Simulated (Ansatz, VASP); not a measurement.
## LiF in VASP and in Ansatz

```
Li F
1.0
     0.00000    2.03401    2.03401
     2.03401    0.00000    2.03401
     2.03401    2.03401    0.00000
Li F
1 1
Direct
  0.50000 0.50000 0.50000
  0.00000 0.00000 0.00000
```

Change from the starting cell: the structure that the rattled cell fell into.

Alike in both runs: functional PBE; k mesh 10 × 10 × 10; occupations gaussian, width 0.02 eV; no spin polarisation.

Ansatz relaxed the structure, and its values are those at the end. VASP's run is a single point on that final structure, the one shown.

|  | VASP | Ansatz |
| --- | --- | --- |
| version | VASP 6.6.1 | Ansatz 0.2.0 |
| potentials or method | VASP PAW PBE potentials, release 64 (Li_sv, F) | scalar-relativistic, plane waves, PAW |
| plane-wave cutoff (eV) | 520 | 420 |
| valence electrons in the cell | 10 | 10 |

```tsv
	VASP	Ansatz	Ansatz less VASP
gap on the k mesh at the Fermi level (eV)	8.83	8.83	+0.001
least direct gap on the mesh (eV)	8.83	8.83	+0.001
```

The functional is the same, so the differences come from potentials, cutoffs and numerics.

 A k mesh can miss the band edges.
